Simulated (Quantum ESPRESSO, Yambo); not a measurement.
# Quasiparticle gap of AlN (F-43m) in Yambo, part 2 of 3

How does a plane-wave GW calculation on AlN (F-43m) run from the first input to the gap?

Quantum ESPRESSO 7.5 and Yambo 5.3.0; PBE and many-body steps on it, plane waves. Known limits of the many-body steps: not at the basis limit.

So far. Step 2 (Ground state): The gap is indirect, with the least direct gap 0.87 eV higher. Step 3 (Bands along the symmetry lines): The gap is 3.325 eV, as in the run before at this level.

### Step 4. Empty states on the mesh, 8×8×8 mesh, 249 bands

Level of this step: DFT, PBE, plane waves, norm-conserving pseudopotentials (Quantum ESPRESSO).

The sums over transitions need many empty states on a uniform mesh; this step solves for them.

File pw.in:

```
&control
  calculation = 'nscf'
  prefix = 'x'
  outdir = 'o'
  pseudo_dir = 'pseudo'
/
&system
  ibrav = 0
  nat = 2
  ntyp = 2
  ecutwfc = 72.0
  nbnd = 249
  force_symmorphic = .true.
/
&electrons
  conv_thr = 1e-9
  electron_maxstep = 80
  diago_full_acc = .true.
  diago_thr_init = 5e-6
/
ATOMIC_SPECIES
  Al 26.982 Al.upf
  N 14.007 N.upf
CELL_PARAMETERS angstrom
  -0.0000000000 2.1839935596 2.1839935596
  2.1839935596 -0.0000000000 2.1839935596
  2.1839935596 2.1839935596 -0.0000000000
ATOMIC_POSITIONS crystal
  Al 0.0000000000 0.0000000000 0.0000000000
  N 0.7500000000 0.7500000000 0.7500000000
K_POINTS automatic
  8 8 8 0 0 0
```

On the command line:

```console
$ OMP_NUM_THREADS=1 mpirun -n 8 pw.x -nk 4 -in pw.in > pw.out
```

Log:

```text
[banner, memory and clock lines left out]
Program PWSCF v.7.5 starts

     Atomic positions and unit cell read from directory:
     o/x.save/

     Message from routine setup:
     using ibrav=0 with symmetry is DISCOURAGED, use correct ibrav instead

     bravais-lattice index     =            0
     lattice parameter (alat)  =       5.8367  a.u.
     unit-cell volume          =     140.5985 (a.u.)^3
     number of atoms/cell      =            2
     number of atomic types    =            2
     number of electrons       =         8.00
     number of Kohn-Sham states=          249
     kinetic-energy cutoff     =      72.0000  Ry
     charge density cutoff     =     288.0000  Ry
     Exchange-correlation= PBE
                           (   1   4   3   4   0   0   0)

     celldm(1)=   5.836671  celldm(2)=   0.000000  celldm(3)=   0.000000
     celldm(4)=   0.000000  celldm(5)=   0.000000  celldm(6)=   0.000000

     crystal axes: (cart. coord. in units of alat)
               a(1) = (  -0.000000   0.707107   0.707107 )
               a(2) = (   0.707107  -0.000000   0.707107 )
               a(3) = (   0.707107   0.707107  -0.000000 )

     reciprocal axes: (cart. coord. in units 2 pi/alat)
               b(1) = ( -0.707107  0.707107  0.707107 )
               b(2) = (  0.707107 -0.707107  0.707107 )
               b(3) = (  0.707107  0.707107 -0.707107 )
     Pseudo is Norm-conserving + core correction, Zval =  3.0
     Generated using ONCVPSP code by D. R. Hamann
     Using radial grid of 1876 points,  6 beta functions with:
     Pseudo is Norm-conserving + core correction, Zval =  5.0
     Generated using ONCVPSP code by D. R. Hamann
     Using radial grid of 1058 points,  4 beta functions with:
     Al                3.00    26.98200     Al( 1.00)
     N                 5.00    14.00700     N ( 1.00)

     24 Sym. Ops. (no inversion) found

   Cartesian axes

     site n.     atom                  positions (alat units)
         1        Al     tau(   1) = (   0.0000000   0.0000000   0.0000000  )
         2        N      tau(   2) = (   1.0606602   1.0606602   1.0606602  )

     number of k points=    29
                       cart. coord. in units 2pi/alat
        k(    1) = (   0.0000000   0.0000000   0.0000000), wk =   0.0039062
        k(    2) = (   0.0883883   0.0883883  -0.0883883), wk =   0.0312500
        k(    3) = (   0.1767767   0.1767767  -0.1767767), wk =   0.0312500
[...]
[... 17 further rows ...]
        k(   28) = (  -0.7071068   0.1767767  -0.0000000), wk =   0.0468750
        k(   29) = (  -0.7071068   0.3535534   0.0000000), wk =   0.0234375

     Dense  grid:    11575 G-vectors     FFT dimensions: (  32,  32,  32)

     The potential is recalculated from file :
     o/x.save/charge-density

     Starting wfcs are    8 randomized atomic wfcs +  241 random wfcs

     Band Structure Calculation

     End of band structure calculation

          k = 0.0000 0.0000 0.0000 (  1459 PWs)   bands (ev):

    -8.0106   6.9565   6.9565   6.9565  11.1486  19.5460  19.5460  19.5460
    24.7019  24.7019  26.0437  26.0437  26.0437  28.1059  33.0105  41.4952
    41.4952  41.4952  51.7409  51.7409  51.7409  53.4070  53.4070  57.3821
[...]
[... 20 further rows ...]
[...]
279.3506

          k = 0.0884 0.0884-0.0884 (  1438 PWs)   bands (ev):

[...]
[... 20 further rows ...]
[...]
285.9482

          k = 0.1768 0.1768-0.1768 (  1447 PWs)   bands (ev):

[...]
129.2001 130.1590 130.4135 130.4135 132.3428 132.3428 135.9443 135.9443
     [... 20 further rows ...]
   284.1821 287.2011 287.9854 287.9854 288.6762 288.6762 288.9102 289.3768
   289.3768

          k = 0.2652 0.2652-0.2652 (  1441 PWs)   bands (ev):

     [... further k-points ...]

     highest occupied, lowest unoccupied level (ev):     6.9565   10.2814

     XML data file, pseudopotentials, collected wavefunctions
```

Elapsed: 25 s, on 8 MPI ranks of Arm Neoverse V1, shared host; peak memory 0.53 GiB; 3.3 min of CPU time.

Numbers from this step:

| Quantity | Value |
| --- | --- |
| gap | 3.325 eV |
| k of the valence top | 0, 0, 0 |
| k of the conduction bottom | 0, -0.5, -0.5 |
| least direct gap | 4.192 eV |
| k points computed | 29 |
| lowest point of the top converged band, above the valence top | 272.3941 eV |

On this mesh the gap is 3.325 eV.

### Step 5. Conversion and set-up

This step: Yambo 5.3.0; conversion and set-up on PBE, plane waves, norm-conserving pseudopotentials.

The states are converted to the many-body program's format and the q mesh is built.

On the command line:

```console
$ (cd o/x.save; p2y > p2y.log; mv SAVE ../..); yambo > setup.log
```

Log:

```text
 Yambo, version 5.3.0

 [02] CORE Variables Setup
 =========================

  [02.01] Unit cells
  ==================

  Cell kind             :  FCC
  Atoms in the cell     :  Al  N
  number of Al atoms    :  1
  number of N  atoms    :  1

  List of atomic masses
  Mass of Al    :  26.98200
  Mass of N     :  14.00700

  List of atomic coordinates    : [cc]
  Al1       :  0.000000  0.000000  0.000000  order 1
  N1       :  6.190725  6.190725  6.190725  order 2

  Alat factors          :  4.127150  4.127150  4.127150 [a.u.]
  Direct lattice volume :  140.5985 [a.u.]
  Direct lattice vectors:  A[ 1 ]  A[ 2 ]  A[ 3 ]
   A[ 1 ]: -0.000000  1.000000  1.000000  [iru]
  -0.000000  4.127150  4.127150  [cc]
   A[ 2 ]:  1.000000 -0.000000  1.000000  [iru]
   4.127150 -0.000000  4.127150  [cc]
   A[ 3 ]:  1.000000  1.000000 -0.000000  [iru]
   4.127150  4.127150 -0.000000  [cc]

  Recip. lattice volume :  1.764245 [a.u.]
  Recip. lattice vectors:  B[ 1 ]  B[ 2 ]  B[ 3 ]
   B[ 1 ]: -0.500000  0.500000  0.500000  [iku]
  -0.761202  0.761202  0.761202  [cc]
   B[ 2 ]:  0.500000 -0.500000  0.500000  [iku]
   0.761202 -0.761202  0.761202  [cc]
   B[ 3 ]:  0.500000  0.500000 -0.500000  [iku]
   0.761202  0.761202 -0.761202  [cc]

  [02.02] Symmetries
  ==================

  Inversion symmetry    : yes
  Spatial inversion     : no
  Inversion index       :  25
  K-space Time-reversal : yes
  Magnetic symmetries   : no
  Time-reversal derived K-space symmetries:   25   48
  Group table correct   : yes
  Symmetries units      :  [cc]

   [S  1]:   1.0000     -0.16624E-17 -0.16624E-17 -0.16624E-17   1.0000      0.16624E-17  0.16624E-17  0.16624E-17   1.0000
   [S  2]:  -1.0000      0.16624E-17 -0.16624E-17  0.16624E-17  -1.0000      0.16624E-17 -0.16624E-17 -0.16624E-17   1.0000
   [S  3]:  -1.0000     -0.16624E-17  0.16624E-17  0.16624E-17   1.0000     -0.16624E-17 -0.16624E-17  0.16624E-17  -1.0000
[...]
[S  9]: -0.16624E-17   1.0000     -0.16624E-17  0.16624E-17 -0.16624E-17   1.0000       1.0000      0.16624E-17  0.16624E-17
   [S 10]: -0.16624E-17  -1.0000      0.16624E-17  0.16624E-17  0.16624E-17  -1.0000       1.0000     -0.16624E-17 -0.16624E-17
     [... 36 further rows ...]
   [S*47]:   1.0000     -0.16624E-17  0.16624E-17 -0.16624E-17  0.16624E-17  -1.0000      0.16624E-17   1.0000     -0.16624E-17
   [S*48]:   1.0000      0.16624E-17 -0.16624E-17 -0.16624E-17 -0.16624E-17   1.0000      0.16624E-17  -1.0000      0.16624E-17

  [02.03] Reciprocal space
  ========================

  nG shells         :  167
  nG charge         :  11575
  nG WFs            :  1944
  nC WFs            :  1475
  G-vecs. in first 16 shells:  [ Number ]
     1    9   15   27   51   59   65   89  113
   137  169  181  229  259  283  307
  ...
  Shell energy in first 16 shells:  [ mHa ]
[...]
WF components:  1441
  [... 14 further k-points ...]
  K [29]         [rlu]:  0.250000 -0.500000 -0.250000
         WF components:  1448

  [02.05] Energies & Occupations
  ==============================

  [X] === General ===
  [X] Electronic Temperature                        :  0.000000  0.000000 [eV K]
  [X] Bosonic    Temperature                        :  0.000000  0.000000 [eV K]
  [X] Finite Temperature mode                       : no
  [X] El. density                                   :  0.38398E+24 [cm-3]
  [X] Fermi Level                                   :  6.956541 [eV]

  [X] === Gaps and Widths ===
  [X] Conduction Band Min                           :  3.324859 [eV]
  [X] Valence Band Max                              :  0.000000 [eV]
  [X] Filled Bands                                  :   4
  [X] Empty Bands                                   :    5  249
  [X] Direct Gap                                    :  4.192097 [eV]
  [X] Direct Gap localized at k                     :  1
  [X] Indirect Gap                                  :  3.324859 [eV]
  [X] Indirect Gap between kpts                     :   1  21
  [X] Last valence band width                       :  2.697200 [eV]
  [X] 1st conduction band width                     :  4.629348 [eV]

  E @ K [ 1]:  [eV]
   -14.967     -0.27824E-11 -0.50301E-12   0.0000       4.1921       12.589       12.589       12.589
  occ @ K [ 1]
   2.000000  2.000000  2.000000  2.000000  0.000000  0.000000  0.000000  0.000000
  E @ K [ 2]:  [eV]
  -14.73995  -1.17800  -0.07841  -0.07841   5.13187  12.00962  12.75764  12.75764
  occ @ K [ 2]
[...]
E @ K [ 3]:  [eV]
[...]
occ @ K [ 3]
[...]
E @ K [ 8]:  [eV]
[...]
occ @ K [ 8]
[...]
E @ K [ 9]:  [eV]
[...]
occ @ K [ 9]
[...]
E @ K [10]:  [eV]
[...]
occ @ K [10]
[...]
E @ K [11]:  [eV]
[...]
occ @ K [11]
[...]
E @ K [12]:  [eV]
[...]
occ @ K [12]
[...]
E @ K [13]:  [eV]
[...]
occ @ K [13]
[...]
E @ K [14]:  [eV]
[...]
occ @ K [14]
[...]
[... 14 further k-points ...]
  E @ K [29]:  [eV]
  -12.22523  -3.77424  -3.43625  -2.69720   6.04839  11.44788  11.98020  12.16006
  occ @ K [29]
   2.000000  2.000000  2.000000  2.000000  0.000000  0.000000  0.000000  0.000000

 [03] Transferred momenta grid and indexing
 ==========================================

 IBZ Q-points                                      :  29
 BZ  Q-points                                      :   512

 K/Q-points units:
 rlu = crystal or reduced units; cc = cartesian coordinates; iku = interal k-units

 Q [ 1]         [rlu]:  0.000000  0.000000  0.000000
 Q [ 2]         [rlu]: -0.26489E-17 -0.26489E-17  0.12500
 Q [ 3]         [rlu]: -0.52978E-17 -0.52978E-17  0.25000
[...]
Q [ 8]         [rlu]: -0.23529E-16  0.12500      0.37500
 Q [ 9]         [rlu]: -0.52269E-17  0.12500      0.50000
 Q [10]         [rlu]:  0.10596E-16  0.12500     -0.37500
     [... 17 further rows ...]
 Q [28]         [rlu]:  0.125000 -0.500000 -0.375000
 Q [29]         [rlu]:  0.250000 -0.500000 -0.250000

  [03.01] X indexes
  =================

   [03.01.01] Sigma indexes
   ========================

 [06] Game Over & Game summary
```

The job ended after 2.5 s (1 MPI rank; peak memory 0.24 GiB).

(Part 2 of 3 ends here.)

[Paths, hosts, dates, memory and timing lines, banners, echoed tables and standing remarks are left out of the program output.]

[Logs are printed without paths, hosts, clocks, repeated set-up lines and the standing remarks that a program may print on its own settings, such as how far it seeks lower states.]

[Runs of the session that timed out or met a known fault of the program may be left out.]

[Hosts, paths, dates, database ids (printed as entryN), source tags and the programs' standing remarks are cut or masked in the printed files.]
